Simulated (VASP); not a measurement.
# Bi (Im-3m) in VASP: a series of runs

The runs below take Bi through relaxation of cell and atoms, relaxation of the atoms, with PBE.

Everything below comes from runs of VASP 6.6.1. Logs are shortened: lines on timing, memory, paths and dates and some standing lists are left out, and cuts for length are marked.

### Step 1. The crystal as given

Symmetry: Im-3m, No. 229, cubic system. Conventional cell: a = 3.963 Å, b = 3.963 Å, c = 3.963 Å, α = 90.00°, β = 90.00°, γ = 90.00°. Around Bi (site symmetry m-3m) lie 8 Bi at 3.43 Å.

This isn't the form of Bi at room conditions, which is rhombohedral.

### Step 2. Relaxation of cell and atoms, PBE

File INCAR:

```
SYSTEM = Bi
PREC     = Accurate       ! precision mode
ENCUT    = 300            ! plane-wave cutoff, eV
EDIFF    = 1E-6           ! SCF threshold, eV
ISMEAR   = 1              ! smearing method
SIGMA    = 0.1            ! smearing width, eV
LREAL    = .False.        ! projectors in reciprocal space
LASPH    = .True.         ! aspherical terms in the spheres
NELM     = 80             ! most SCF steps
ALGO     = Normal         ! electronic algorithm
ISIF     = 3              ! what is computed and relaxed
LWAVE    = .False.        ! write WAVECAR
LCHARG   = .False.        ! write CHGCAR
GGA      = PE             ! functional
IBRION   = 2              ! ionic algorithm
NSW      = 90             ! ionic steps
EDIFFG   = -0.01          ! ionic threshold
```

File KPOINTS:

```
Automatic mesh
0
Gamma
  7 7 7
  0 0 0
```

File POSCAR:

```
Bi
1.0
   -1.9814305318      1.9814305318      1.9814305318
    1.9814305318     -1.9814305318      1.9814305318
    1.9814305318      1.9814305318     -1.9814305318
Bi
1
Direct
    0.0000000000      0.0000000000      0.0000000000
```

Potentials or basis: VASP PAW PBE potentials, release 64 (Bi).

Started as:

```bash
> cat potpaw_PBE.64/Bi/POTCAR > POTCAR
> mpirun -np 1 vasp_std > vasp.out
```

OUTCAR:

```text
SYSTEM = Bi
   PREC = Accurate
   ENCUT = 300
   EDIFF = 1E-6
   ISMEAR = 1
   LREAL = .False.
   LASPH = .True.
   NELM = 80
   ISIF = 3
   GGA = PE
   IBRION = 2
   NSW = 90
   EDIFFG = -0.01

 ion  position               nearest neighbor table
   1  0.000  0.000  0.000-

  LATTYP: Found a body centered cubic cell.
 ALAT       =     3.9628610636

  Lattice vectors:

 A1 = (  -1.9814305318,   1.9814305318,   1.9814305318)
 A2 = (   1.9814305318,  -1.9814305318,   1.9814305318)
 A3 = (   1.9814305318,   1.9814305318,  -1.9814305318)

Analysis of symmetry for initial positions (statically):
=====================================================================
 Subroutine PRICEL returns:
 Original cell was already a primitive cell.

 Routine SETGRP: Setting up the symmetry group for a
 body centered cubic supercell.

 Subroutine GETGRP returns: Found 48 space group operations
 (whereof 48 operations were pure point group operations)
 out of a pool of 48 trial point group operations.

The static configuration has the point symmetry O_h .

Analysis of symmetry for dynamics (positions and initial velocities):
=====================================================================
 Subroutine PRICEL returns:
 Original cell was already a primitive cell.

 Routine SETGRP: Setting up the symmetry group for a
 body centered cubic supercell.

 Subroutine GETGRP returns: Found 48 space group operations
 (whereof 48 operations were pure point group operations)
 out of a pool of 48 trial point group operations.

The dynamic configuration has the point symmetry O_h .

 Subroutine INISYM returns: Found 48 space group operations
 (whereof 48 operations are pure point group operations),
 and found     1 'primitive' translations

----------------------------------------------------------------------------------------

                                     Primitive cell

  volume of cell :      31.1169

  direct lattice vectors                    reciprocal lattice vectors
    -1.981430532  1.981430532  1.981430532     0.000000000  0.252342937  0.252342937
     1.981430532 -1.981430532  1.981430532     0.252342937  0.000000000  0.252342937
     1.981430532  1.981430532 -1.981430532     0.252342937  0.252342937  0.000000000

  length of vectors
     3.431938353  3.431938353  3.431938353     0.356866804  0.356866804  0.356866804

  position of ions in fractional coordinates (direct lattice)
     0.000000000  0.000000000  0.000000000

  ion indices of the primitive-cell ions
   primitive index   ion index
                 1           1

----------------------------------------------------------------------------------------

 KPOINTS: Automatic mesh

Automatic generation of k-mesh.
 Grid dimensions read from file:
 generate k-points for:    7    7    7

 Generating k-lattice:

  Cartesian coordinates                     Fractional coordinates (reciprocal lattice)
     0.000000000  0.036048991  0.036048991     0.142857143  0.000000000  0.000000000
     0.036048991  0.000000000  0.036048991     0.000000000  0.142857143  0.000000000
     0.036048991  0.036048991  0.000000000     0.000000000  0.000000000  0.142857143

  Length of vectors
     0.050980972  0.050980972  0.050980972

  Shift w.r.t. Gamma in fractional coordinates (k-lattice)
     0.000000000  0.000000000  0.000000000

 Subroutine IBZKPT returns following result:
 ===========================================

 Found     20 irreducible k-points:

 Following reciprocal coordinates:
            Coordinates               Weight
  0.000000  0.000000  0.000000      1.000000
  0.142857  0.000000  0.000000     12.000000
  0.285714  0.000000  0.000000     12.000000
  0.428571  0.000000  0.000000     12.000000
  0.142857  0.142857  0.000000     24.000000
  0.285714  0.142857 -0.000000     48.000000
[... 12 lines left out ...]
 -0.428571 -0.428571  0.285714      8.000000
 -0.428571  0.428571  0.428571      6.000000
   k-points           NKPTS =     20   k-points in BZ     NKDIM =     20   number of bands    NBANDS=      6
   number of dos      NEDOS =    301   number of ions     NIONS =      1
   total plane-waves  NPLWV =   8000
   dimension x,y,z NGX =    20 NGY =   20 NGZ =   20
   dimension x,y,z NGXF=    40 NGYF=   40 NGZF=   40
   ions per type =               1
   NGX,Y,Z   is equivalent  to a cutoff of   9.69,  9.69,  9.69 a.u.
   NGXF,Y,Z  is equivalent  to a cutoff of  19.38, 19.38, 19.38 a.u.
 SYSTEM =  Bi
   PREC   = accura    normal or accurate (medium, high low for compatibility)
   ISTART =      0    job   : 0-new  1-cont  2-samecut
   ICHARG =      2    charge: 1-file 2-atom 10-const
   ISPIN  =      1    spin polarized calculation?
   LNONCOLLINEAR =      F non collinear calculations
   LSORBIT =      F    spin-orbit coupling
   LASPH  =      T    aspherical Exc in radial PAW
   ENCUT  =  300.0 eV  22.05 Ry    4.70 a.u.   4.85  4.85  4.85*2*pi/ulx,y,z
   NELM   =     80;   NELMIN=  2; NELMDL= -5     # of ELM steps
   EDIFF  = 0.1E-05   stopping-criterion for ELM
   LREAL  =      F    real-space projection
   EDIFFG = -.1E-01   stopping-criterion for IOM
   NSW    =     90    number of steps for IOM
   IBRION =      2    ionic relax: 0-MD 1-quasi-New 2-CG
   NFREE  =      1    steps in history (QN), initial steepest desc. (CG)
   ISIF   =      3    stress and relaxation
   ISYM   =      2    0-nonsym 1-usesym 2-fastsym
   POTIM  = 0.5000    time-step for ionic-motion
   TEBEG  =    0.0;   TEEND  =   0.0 temperature during run
   PSTRESS=    0.0 pullay stress
   NELECT =       5.0000    total number of electrons
   NUPDOWN=      -1.0000    fix difference up-down
   EMIN   =  10.00;   EMAX   =-10.00  energy-range for DOS
   EFERMI =   0.00;   METHOD = LEGACY
   ISMEAR =     1;   SIGMA  =   0.10  broadening in eV -4-tet -1-fermi 0-gaus
   EFERMI_NEDOS =   21; number of points for ismear=-14 and -15
   IALGO  =     38    algorithm
   IMIX   =      4    mixing-type and parameters
     AMIX     =   0.40;   BMIX     =  1.00
     AMIX_MAG =   1.60;   BMIX_MAG =  1.00
  volume/ion in A,a.u.               =      31.12       209.99
  Fermi-wavevector in a.u.,A,eV,Ry     =   0.890019  1.681892 10.777637  0.792134
  Thomas-Fermi vector in A             =   2.011655
   LORBIT       =      0    0 simple, 1 ext, 2 COOP (PROOUT), +10 PAW based schemes
   GGA     = PE    functional components
   LHFCALC =     F    Hartree Fock is set to
   AEXX    =    0.0000 exact exchange contribution
   IVDW    =     0    specifies the selected vdW correction
   LEPSILON=     F    determine dielectric tensor
   LRPA    =     F    only Hartree local field effects (RPA)
 conjugate gradient relaxation of ions
 non-spin polarized calculation
 Methfessel and Paxton  Order N= 1 SIGMA  =   0.10
  energy-cutoff  :      300.00
  volume of cell :       31.12
 maximum number of plane-waves:       373
   NGX =  9   NGY =  9   NGZ =  9

--------------------------------------- Ionic step        1  -------------------------------------------

 number of electron       5.0000000 magnetization

 Free energy of the ion-electron system (eV)
  ---------------------------------------------------
  ext. energy  EPLUGINS =         0.00000000
  ---------------------------------------------------
  free energy    TOTEN  =        -3.70591486 eV

  energy without entropy =       -3.70322072  energy(sigma->0) =       -3.70501682

 E-fermi :   6.6180     XC(G=0): -10.1133

 val. band max:        6.6088836205   @ k =  -0.4286   0.4286   0.2857
 cond. band min:       6.8620988112   @ k =  -0.2857   0.2857   0.2857
 fundamental gap:      0.2532151907
 Fermi energy:         6.6180081931

 k-point     1 :       0.0000    0.0000    0.0000
  band No.  band energies     occupation
      1      -6.8224      2.00000
      2      11.8233      0.00000
      3      11.8233      0.00000
      4      11.8233      0.00000
      5      15.8176      0.00000
      6      17.1719      0.00000

 k-point     2 :       0.1429    0.0000    0.0000
  band No.  band energies     occupation
      1      -6.4524      2.00000
      2       8.9250      0.00000
      3      10.8445      0.00000
      4      11.4938      0.00000
      5      14.9211      0.00000
      6      15.7398      0.00000
[... 217 lines left out ...]
 POSITION                                       TOTAL-FORCE (eV/Angst)
 -----------------------------------------------------------------------------------
      0.00000      0.00000     -0.00000        -0.000000     -0.000000      0.000000
 -----------------------------------------------------------------------------------
    total drift:                                0.000000      0.000000     -0.000000

  FREE ENERGIE OF THE ION-ELECTRON SYSTEM (eV)
  ---------------------------------------------------
  free  energy   TOTEN  =        -3.7095446791 eV

  energy  without entropy=       -3.7064406862  energy(sigma->0) =       -3.70851001

--------------------------------------- Ionic step        3  -------------------------------------------

 number of electron       5.0000002 magnetization

 Free energy of the ion-electron system (eV)
  ---------------------------------------------------
  ext. energy  EPLUGINS =         0.00000000
  ---------------------------------------------------
  free energy    TOTEN  =        -3.71110405 eV

  energy without entropy =       -3.70804779  energy(sigma->0) =       -3.71008530

 E-fermi :   6.2667     XC(G=0):  -9.9714

 val. band max:        6.2462987490   @ k =  -0.4286   0.4286   0.2857
 cond. band min:       6.5107098011   @ k =  -0.2857   0.2857   0.2857
 fundamental gap:      0.2644110521
 Fermi energy:         6.2666535418

 k-point     1 :       0.0000    0.0000    0.0000
  band No.  band energies     occupation
      1      -6.9611      2.00000
      2      11.2515      0.00000
      3      11.2515      0.00000
      4      11.2515      0.00000
      5      15.0763      0.00000
      6      16.8161      0.00000

 k-point     2 :       0.1429    0.0000    0.0000
  band No.  band energies     occupation
      1      -6.6060      2.00000
      2       8.4467      0.00000
      3      10.3246      0.00000
      4      10.9518      0.00000
      5      14.4872      0.00000
      6      15.3296      0.00000
[... 182 lines left out ...]
 POSITION                                       TOTAL-FORCE (eV/Angst)
 -----------------------------------------------------------------------------------
      0.00000      0.00000     -0.00000         0.000000      0.000000     -0.000000
 -----------------------------------------------------------------------------------
    total drift:                                0.000000      0.000000     -0.000000

  FREE ENERGIE OF THE ION-ELECTRON SYSTEM (eV)
  ---------------------------------------------------
  free  energy   TOTEN  =        -3.7111040531 eV

  energy  without entropy=       -3.7080477857  energy(sigma->0) =       -3.71008530

 reached required accuracy - stopping structural energy minimisation
```

Run time: 5.2 s. Hardware: 1 thread of Intel Xeon 6975P-C (Granite Rapids), shared host; peak memory 0.11 GiB.

What came out:

```
Free energy                            : -3.7111 eV
Relaxed volume                         : 32.10 Å³/atom
Relaxed cell                           : a = 3.468 Å, b = 3.468 Å, c = 3.468 Å, α = 109.47°, β = 109.47°, γ = 109.47°
Space group after relaxing (to 0.05 Å) : Im-3m (No. 229)
Energy gained by relaxing              : 5.2 meV/atom
Ionic steps                            : 3
Pressure after relaxing                : 0.0 GPa
Band gap on the k mesh                 : none (metal or under the smearing width)
```

Step by step:
```csv
step,energy change (eV),largest force (eV/Å),pressure (GPa),volume (Å³)
1,0.0000,0.0000,1.74,31.12
2,-0.0036,0.0000,-0.87,32.67
3,-0.0052,0.0000,0.01,32.10
```

Final structure:
```
Bi
1.0
    -2.00210    2.00210    2.00210
     2.00210   -2.00210    2.00210
     2.00210    2.00210   -2.00210
Bi
1
Direct
  0.00000 0.00000 0.00000
```

Caveat: spin-orbit coupling is left out, which moves the levels of the heavy elements.

(Continued in part 2 of 2.)
